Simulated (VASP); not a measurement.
# CdS (Hawleyite) (F-43m) in VASP: further runs, part 2 of 2

VASP 6.6.1.

## 5. Single point, PBEsol, spin-orbit coupling, no magnetisation

Contents of INCAR:

```
PREC     = Accurate       # precision mode
ENCUT    = 350            # plane-wave cutoff, eV
EDIFF    = 1E-7           # SCF threshold, eV
ISMEAR   = 0              # smearing method
SIGMA    = 0.02           # smearing width, eV
LREAL    = False          # projectors in reciprocal space
LASPH    = True           # aspherical terms in the spheres
NELM     = 100            # most SCF steps
ALGO     = Normal         # electronic algorithm
ISIF     = 2              # what is computed and relaxed
LWAVE    = False          # write WAVECAR
LCHARG   = False          # write CHGCAR
MAGMOM   = 0 0 0 0 0 0    # initial moments
LORBIT   = 11             # projections on sites
LSORBIT  = True           # spin-orbit coupling
GGA_COMPAT= False        
GGA      = PS             # functional
NBANDS   = 34             # bands
```

Contents of KPOINTS:

```
regular mesh
0
Gamma
  4 4 4
```

Contents of POSCAR:

```
CdS
1.0
    0.0000000000      2.9165000000      2.9165000000
    2.9165000000      0.0000000000      2.9165000000
    2.9165000000      2.9165000000      0.0000000000
Cd S
1 1
Direct
    0.0000000000      0.0000000000      0.0000000000
    0.7500000000      0.7500000000      0.7500000000
```

Potentials or basis: VASP PAW PBE potentials, release 64 (Cd, S).

Started as:

```sh
$ cat potpaw_PBE.64/Cd/POTCAR potpaw_PBE.64/S/POTCAR > POTCAR
$ mpirun -np 1 vasp_ncl > vasp.out
```

OUTCAR:

```text
PREC = Accurate
   ENCUT = 350
   EDIFF = 1E-7
   ISMEAR = 0
   LREAL = False
   LASPH = True
   NELM = 100
   ISIF = 2
   LORBIT = 11
   LSORBIT = True
   GGA = PS

 Found     10 irreducible k-points:

 Following reciprocal coordinates:
            Coordinates               Weight
  0.000000  0.000000  0.000000      1.000000
  0.250000  0.000000  0.000000      4.000000
 -0.250000  0.000000  0.000000      4.000000
  0.500000  0.000000  0.000000      4.000000
  0.250000  0.250000  0.000000      6.000000
  0.500000  0.250000  0.000000     12.000000
   k-points           NKPTS =     10   k-points in BZ     NKDIM =     10   number of bands    NBANDS=     34
   number of dos      NEDOS =    301   number of ions     NIONS =      2
[... 347 lines left out ...]
     0.0000000     0.0000000     0.0000000     0.0000000     0.0000000     0.0000000     0.0000000
     0.0000000     0.0000000     0.0000000     0.0000000     0.0000000     0.0000000     0.0000000
     0.0000000     0.0000000     0.0000000     0.0000000     0.0000000     0.0000000     0.0000000
     0.0000000     0.0000000     0.0000000     0.0000000     0.0000000     0.0000000     0.0000000
     0.0000000     0.0000000     0.0000000     0.0000000     0.0000000     0.0000000     0.0000000
     0.0000000     0.0000000     0.0000000     0.0000000     0.0000000     0.0000000     0.0000000

 total charge

# of ion       s       p       d       tot
------------------------------------------
    1        0.428   0.334   9.546  10.308
    2        1.314   2.381   0.000   3.695
--------------------------------------------------
tot          1.742   2.715   9.546  14.003

 magnetization (x)

# of ion       s       p       d       tot
------------------------------------------
    1        0.000  -0.000   0.000   0.000
    2       -0.000   0.000   0.000  -0.000
--------------------------------------------------
tot         -0.000  -0.000   0.000   0.000

 magnetization (y)

# of ion       s       p       d       tot
------------------------------------------
    1       -0.000   0.000   0.000   0.000
    2       -0.000   0.000   0.000  -0.000
--------------------------------------------------
tot         -0.000   0.000   0.000  -0.000

 magnetization (z)

# of ion       s       p       d       tot
------------------------------------------
    1        0.000   0.000   0.000   0.000
    2       -0.000  -0.000   0.000  -0.000
--------------------------------------------------
tot         -0.000  -0.000   0.000  -0.000
```

OSZICAR:

```text
N       E                     dE             d eps       ncg     rms          rms(c)
DAV:   1     0.100227717039E+03    0.10023E+03   -0.69574E+03   712   0.707E+02
DAV:   2    -0.256759457542E+01   -0.10280E+03   -0.97849E+02   792   0.228E+02
DAV:   3    -0.728512928732E+01   -0.47175E+01   -0.46917E+01   828   0.502E+01
DAV:   4    -0.731935853529E+01   -0.34229E-01   -0.34219E-01   774   0.418E+00
DAV:   5    -0.731979155156E+01   -0.43302E-03   -0.43300E-03   804   0.446E-01    0.802E+00
DAV:   6    -0.682583534871E+01    0.49396E+00   -0.57083E-01   932   0.114E+01    0.642E+00
DAV:   7    -0.680694658011E+01    0.18889E-01   -0.22105E-01   810   0.307E+00    0.307E+00
DAV:   8    -0.680453655104E+01    0.24100E-02   -0.23672E-02   798   0.182E+00    0.394E-01
DAV:   9    -0.680383411735E+01    0.70243E-03   -0.22488E-03   810   0.732E-01    0.206E-01
DAV:  10    -0.680394376891E+01   -0.10965E-03   -0.47637E-04   758   0.171E-01    0.683E-02
DAV:  11    -0.680396508940E+01   -0.21320E-04   -0.14084E-04   780   0.166E-01    0.445E-02
DAV:  12    -0.680398484468E+01   -0.19755E-04   -0.39326E-05   720   0.465E-02    0.124E-02
DAV:  13    -0.680398464113E+01    0.20355E-06   -0.16417E-06   826   0.835E-03    0.703E-03
DAV:  14    -0.680398484740E+01   -0.20626E-06   -0.25131E-07   678   0.331E-03    0.678E-03
DAV:  15    -0.680398484681E+01    0.58503E-09   -0.12319E-07   700   0.350E-03
   1 F= -.68039848E+01 E0= -.68039848E+01  d E =-.187327E-24  mag=    -0.0000     0.0000    -0.0000
```

Run time: 23 s. Hardware: 1 thread of Intel Xeon Platinum 8488C (Sapphire Rapids), shared host; peak memory 0.23 GiB.

These settings aren't checked as converged: the numbers below hold their error.

What came out:

| Item | Value |
| --- | --- |
| Free energy | -6.8040 eV |
| Pressure | -0.1 GPa |
| Valence electrons inside the program's atomic spheres | Cd 10.31; S 3.69 |

Caveat: the k mesh is coarse (spacing up to 0.47 Å⁻¹), so the values aren't converged; the PAW data sets were made with another functional, which shifts forces and pressure a little.

## 6. Single point, PBEsol, spin-orbit coupling, no magnetisation

Changes to INCAR since step 5:

```diff
@@ -1,3 +1,3 @@
 PREC     = Accurate       # precision mode
-ENCUT    = 350            # plane-wave cutoff, eV
+ENCUT    = 300            # plane-wave cutoff, eV
 EDIFF    = 1E-7           # SCF threshold, eV
```

Contents of KPOINTS:

```
regular mesh
0
Gamma
  5 5 5
```

POSCAR is that of step 5.

Potentials or basis: VASP PAW PBE potentials, release 64 (Cd, S).

Started as:

```sh
$ cat potpaw_PBE.64/Cd/POTCAR potpaw_PBE.64/S/POTCAR > POTCAR
$ mpirun -np 1 vasp_ncl > vasp.out
```

Wall time 15 s (1 thread of Intel Xeon Platinum 8488C (Sapphire Rapids), shared host); peak memory 0.19 GiB.

These settings aren't checked as converged: the numbers below hold their error.

Results:

```yaml
Free_energy: -6.8292 eV
Valence_electrons_inside_the_program's_atomic_spheres: Cd 10.30; S 3.70
```

Caveat: the k mesh is coarse (spacing up to 0.37 Å⁻¹), so the values aren't converged; the cutoff is under 1.25 times the usual one of these potentials, so pressure, stress and relaxed cells hold a basis-set (Pulay) error; the PAW data sets were made with another functional, which shifts forces and pressure a little.

## 7. The reference run

An earlier run on the cell as given: functional PBE; potentials or basis VASP PAW PBE potentials, release 64 (Cd, S); cutoff 520 eV; k mesh 8 × 8 × 8; occupations fermi-dirac, width 0.05 eV; no spin polarisation.

- Pressure: 3.2 GPa
- Band gap on the k mesh: 1.15 eV, direct
